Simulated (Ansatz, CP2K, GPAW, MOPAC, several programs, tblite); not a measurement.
**GaAgSe2 (I-42d) from semi-empirical methods to plane-wave DFT**

GaAgSe2 (started from an entry of an open crystallographic database), relaxed with r2SCAN in Ansatz, was computed with several methods. It is tetragonal, I-42d (No. 122); conventional cell a = 6.014 Å, c = 11.006 Å, 24.88 Å³ an atom. Around Ga lie 4 Se at 2.42 Å; around Ag lie 4 Se at 2.65 Å; around Se lie 2 Ga at 2.42 Å and 2 Ag at 2.65 Å. (Simulation; spin polarisation is off.)

```yaml
crystal:
  lattice:
    - [-3.00688, 3.00688, 5.50314]
    - [3.00688, -3.00688, 5.50314]
    - [3.00688, 3.00688, -5.50314]
  atoms:
    - { symbol: Ga, position: [0.50000, 0.50000, 0.00000] }
    - { symbol: Ga, position: [0.25000, 0.75000, 0.50000] }
    - { symbol: Ag, position: [0.00000, 0.00000, 0.00000] }
    - { symbol: Ag, position: [0.75000, 0.25000, 0.50000] }
    - { symbol: Se, position: [0.37500, 0.40733, 0.53233] }
    - { symbol: Se, position: [0.59267, 0.12500, 0.96767] }
    - { symbol: Se, position: [0.87500, 0.84267, 0.46767] }
    - { symbol: Se, position: [0.15733, 0.62500, 0.03233] }
```

Gaps and times are for a single point on this cell; volume and bulk modulus come from each method's own relaxation or energy curve at fixed shape, which is too stiff where a cell has free coordinates or axes. Times are rough, from shared hosts (Intel Xeon Platinum 8488C), and each method has its own mesh and cell size. A double dagger marks a value from a curve with shape and coordinates held. PM7 (MOPAC) and PM6 (MOPAC): levels, charges or heat of formation failed a check of plausibility, so no values are given. PM6 (MOPAC), PM7 (MOPAC), GFN1-xTB (tblite), GFN2-xTB (tblite) treat a cluster of cells at its zone centre, which samples few k points: where these miss a band edge, the gap comes out too large for that reason alone. Gaps from k meshes are read at a limited set of points (mesh, symmetry points, PBE's band edges), so each method's own least gap may be somewhat smaller. xTB and the PM methods were fitted mostly to molecules, and can miss a solid's gap by electronvolts. Minimal bases can be far off for gaps. GLLB-SC's gap includes the derivative discontinuity. d marks a direct gap, i an indirect one (no mark: not told apart), a dash a value that wasn't computed or didn't pass its checks.

```
                          method              kind  gap (eV)  own volume (Å³/atom)  bulk modulus (GPa)  atoms computed  processor time
light PBE (260 eV, its own mesh)  light plane-wave    0.37 d                     –                   –               8           5.5 s
               GFN1-xTB (tblite)     tight binding      0.41                24.61‡                 64‡              64           8.1 s
               GFN2-xTB (tblite)     tight binding      2.43                     –                   –              64            10 s
                     PM7 (MOPAC)    semi-empirical         –                     –                   –              64            17 s
                             PBE         semilocal    0.37 d                 25.74                 52‡               8            34 s
                     PM6 (MOPAC)    semi-empirical         –                     –                   –              64            55 s
                  PBE/SZV (CP2K)       small basis    0.23 d                     –                   –               8            63 s
                          r2SCAN         semilocal    0.84 d                 24.88                 60‡               8            64 s
                  GLLB-SC (GPAW)   model potential      1.12                     –                   –               8           120 s
                 PBE/DZVP (CP2K)       small basis    0.36 d                26.10‡                 53‡               8         2.4 min
```

Against r2SCAN (0.84 eV) the nearest gap at the points sampled is that of GLLB-SC (GPAW) (+0.28 eV) and the farthest that of GFN2-xTB (tblite) (+1.59 eV). r2SCAN is only a yardstick of convenience: semilocal gaps usually lie below measured ones, which GLLB-SC and hybrids aim to mend.

Volumes against r2SCAN's: PBE +3.5 %.

Spin-orbit coupling is left out.
